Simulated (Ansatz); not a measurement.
Runs of Ansatz 0.2.0 on Bi. Symmetry: R-3m, No. 166, trigonal system. The conventional cell has a = 4.535 Å, b = 4.535 Å, c = 11.814 Å, α = 90.00°, β = 90.00°, γ = 120.00°. Around Bi (site symmetry 3m) lie 6 Bi at 3.06 to 3.52 Å. 

```csv
potentials or basis,cutoff (eV),basis error allowed,pressure (GPa),largest force (eV/Å)
"all-electron LAPW, non-relativistic",214,0.001 eV/atom,(a),0.45
all-electron PAW datasets made for the crystal,260,-,-0.3,0.13
"all-electron LAPW, inner shells corrected to Dirac's equation",214,0.001 eV/atom,-0.3,0.13
"all-electron LAPW, scalar-relativistic",214,0.001 eV/atom,-0.3,0.13
```

Alike in all rows: task band structure; level PBEsol; no spin polarisation; cell as given; k mesh 7 × 7 × 7; smearing fermi-dirac 0.05 eV.

Problem. Fill in the values left out.

Solution. (a) 2.1.

Caveats: relativity is left out, which matters for the heavier elements (some runs).

The runs don't all hold the same shells in valence.
